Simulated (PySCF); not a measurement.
Crystal: GaP.

```
CELL_PARAMETERS angstrom
0.00000 2.72525 2.72525
2.72525 0.00000 2.72525
2.72525 2.72525 0.00000
ATOMIC_POSITIONS crystal
Ga 0.00000 0.00000 0.00000
P 0.75000 0.75000 0.75000
```

Base run:

* Program: PySCF 2.14.0
* Functional: PBE
* Potentials or basis: DZVP-MOLOPT-SR/GTH-PBE (potentials made for PBE)
* k mesh: 8 × 8 × 8
* Occupations: fermi-dirac, width 0.05 eV
* Spin: no spin polarisation

Its results: band gap on the k mesh 1.66 eV, indirect (least direct gap 1.77 eV).

Question: The run is repeated on the same cell with these changes: functional from PBE to PBEsol. What comes out?

Answer: Band gap on the k mesh 1.51 eV, indirect (least direct gap 1.67 eV).

Caveats: the basis of atomic orbitals isn't converged, which shifts pressures, moduli and gaps.

A k mesh can miss the band edges.
